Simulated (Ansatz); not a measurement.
This log comes from Ansatz, run on a 2-atom cell of GaAs started from a crystallographic database. The geometry is the r2SCAN minimum.

Structure:
```
CELL_PARAMETERS angstrom
0.00000 2.83308 2.83308
2.83308 0.00000 2.83308
2.83308 2.83308 0.00000
ATOMIC_POSITIONS crystal
Ga 0.00000 0.00000 0.00000
As 0.25000 0.25000 0.25000
```

The log, with set-up remarks and timings taken out:
```
scf.n_extra_bands = 4 over 14 filled bands (N_el = 28.0): the run solves 18 bands
Pseudopotential: Ga, paw, valence charge 13, recommended cutoff 420 eV (normal)
Pseudopotential: As, paw, valence charge 15, recommended cutoff 420 eV (normal)
Functional definition: unnamed
ε∞ on k-mesh 4×4×4 of a primitive cell: xx 13.8721, yy 13.8721, zz 13.8721; 3/Tr ε∞, of that cell with its empty space = 0.07208715974143505
Crystal: 2 atoms, lattice volume = 45.479 Å³
Basis set: ecut = 420 eV, 893 PW (Γ)
Bands: 18, of which v1, the nominal top of the filled ones, is band 14 counted from 1 (13 counted from 0)
Symmetry: 24 space group operations
Space group: F-43m (ITA 216)
k-points: 16 of 216 (time reversal used)
preconditioner: auto → none  [insulator: Δε(μ)=0.853 eV  ℏωp=23.4 eV]
hybrid outer 1: dexx = +3.691e-4 eV, tail = 1.22e-6 eV
hybrid outer 2: dexx = +1.069e-8 eV, tail = 2.45e-8 eV, Δε = 1.43e-3 eV
Free energy (F): -8640.307145 eV
Fermi energy:    7.898933 eV
--- Per-component energies (eV) ---
  E_band       = -338.912842
  E_kinetic    = 218.835482
  E_local      = -3926.685068
  E_nonlocal   = -245.169596
  E_hartree    = 1979.239680
  E_xc         = -138.317948
  E_vxc        = -128.085455
  E_exx        = -34.794585
  E_paw        = -3800.420984
  E_vpaw       = -146.693571
  E_ewald      = -2692.790196
  E_core_change = -0.203802
--- Forces (eV/Å), atoms counted from 1 ---
  atom   1  Ga      0.00000      0.00000      0.00000
  atom   2  As      0.00000      0.00000      0.00000
--- Stress (GPa, compression-positive) ---
        2.058525       0.000000       0.000000
        0.000000       2.058525       0.000000
        0.000000       0.000000       2.058525
  P = ⅓ Tr σ = 2.0585 GPa (20.585 kbar)
--- Band table (eV; the first three rows and the last of 16) ---
  k-point 0: bands = […, -7.5950, -7.5950, -5.1776, 7.8989, 7.8989, 7.8989, 8.7682, 12.0435, 12.0435, 12.0435]
  k-point 1: bands = […, -7.5953, -7.5953, -4.8540, 5.1467, 7.5131, 7.5131, 9.8989, 12.5999, 12.5999, 12.9929]
  k-point 2: bands = […, -7.5938, -7.5938, -4.0145, 2.3860, 6.9523, 6.9523, 9.4811, 13.0246, 13.0246, 15.6050]
  k-point 15: bands = […, -7.6093, -7.5889, -2.5901, 1.0482, 4.4755, 4.6293, 11.5616, 11.7619, 15.4802, 15.7806]
```

bands.tsv, columns around the gap (it counts bands from 0):
```tsv
# k_distance	band_9	band_10	band_11	band_12	band_13	band_14	band_15	band_16	band_17
# fermi_ev = 7.898933
# [0, 0, 0] at k_distance = 0.000000
# [-0.5, -0.5, 0] at k_distance = 1.108895
# [-0.375, -0.375, 0.25] at k_distance = 1.500949
# [-0.375, 0, 0.375] at k_distance = 2.180006
# [0, 0, 0.5] at k_distance = 2.859063
# [-0.5, -0.25, 0.25] at k_distance = 3.643170
# levels_relative_to = fermi_ev
0.000	-15.494	-13.077	0.000	0.000	0.000	0.869	4.145	4.145	4.145
1.109	-15.483	-10.532	-6.992	-2.741	-2.741	1.824	2.030	10.709	10.709
1.501	-15.488	-10.570	-6.798	-3.951	-2.311	2.335	5.064	8.441	8.558
2.180	-15.488	-10.570	-6.798	-3.951	-2.311	2.335	5.064	8.441	8.558
2.859	-15.491	-11.287	-6.809	-1.167	-1.167	1.362	5.061	5.061	8.189
3.643	-15.491	-10.474	-6.796	-3.622	-3.415	5.074	5.119	5.863	6.468
```
In order the rows are Γ, X, U, K, L, W.

Q: Which of these blocks stood in the input: relax, gw, phonons, dielectric, magnetization (spin_orbit)?

A: None of them. A single point prints forces and stress when the output block asks for them.

Q: Which k mesh was typed?

A: 6×6×6, Γ-centred.

Q: How were the bands filled?

A: Fixed occupations.

Command: `ansatz run input.yaml --threads 2 --pin off --max-ram 2211MiB --backend cpu --events-out ev --progress --plain --runs-dir out`.

(Simulation; spin polarisation is off.)

The runs are scalar-relativistic, without spin-orbit coupling.

The stress of a hybrid is loosely converged in these runs.

The meshes of the hybrids are coarse, so their gaps aren't converged to the digits shown.
